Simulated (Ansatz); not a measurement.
**In, one cell by several methods**

```xyz
1
Lattice="-1.6672 1.6177 2.4739 1.6177 -1.6672 2.4739 1.6346 1.6346 -2.5065" Properties=species:S:1:pos:R:3 pbc="T T T"
In    0.0000    0.0000    0.0000
```

Conventional cell: a = 4.554 Å, b = 4.645 Å, c = 3.315 Å, α = 90.00°, β = 131.74°, γ = 90.00°. Around In (atom 1) lie 12 In at 3.25 to 3.41 Å.

The geometry is COD entry 9017523, unchecked; take it as a test cell. The listed cell was then made from it by scaling, straining or moving an atom.

No spin–orbit coupling, which matters for the heavy atoms here.

All numbers are computed: DFT, LDA, PAW with Ansatz's default frozen-core files, scalar-relativistic (Ansatz 0.2.0); DFT, LDA, all-electron PAW with datasets made for the crystal, scalar-relativistic (Ansatz 0.2.0); DFT, LDA, all-electron LAPW, scalar-relativistic (Ansatz 0.2.0).

For PAW: a Γ-centred 14×14×14 k mesh, Fermi–Dirac smearing of 0.05 eV, cutoff 420 eV, no spin polarisation; the PAW files were made with PBE, and the program remakes their frozen cores for this functional. The crystal-made all-electron datasets (AE datasets) take a cutoff of 260 eV at this cell. LAPW targets a basis error of 0.5 meV/atom. The Ansatz runs share mesh, smearing and spin set-up. Plane-wave (PAW) pressures include the program's estimate of the Pulay term.

Stress and pressure are positive in compression.

The change that made this cell: equal xy, yz and zx engineering shear strains of -2 %.

Spin–orbit coupling is left out, which moves gradients at and beside heavy atoms by some per cent and at worst by a factor of two.

In a metal, gradients converge slowly with the k mesh: the values move by tens of per cent from one mesh to another, at times in sign, so only the comparison on one mesh counts.

```
                            quantity    PAW  AE datasets   LAPW
                      pressure (GPa)  -2.66        -2.65  -2.65
                     stress xx (GPa)  -2.72        -2.71  -2.71
                     stress zz (GPa)  -2.56        -2.54  -2.54
                     stress yz (GPa)   0.13         0.13   0.13
                     stress xz (GPa)   0.13         0.13   0.13
                     stress xy (GPa)   0.20         0.20   0.20
field gradient Vzz at In (10²¹ V/m²)   2.24         2.25      –
```

PAW's pressure differs from the LAPW value by about 0.01 GPa or less. Datasets made for the crystal and LAPW share parts of one code, so their agreement isn't an independent check.
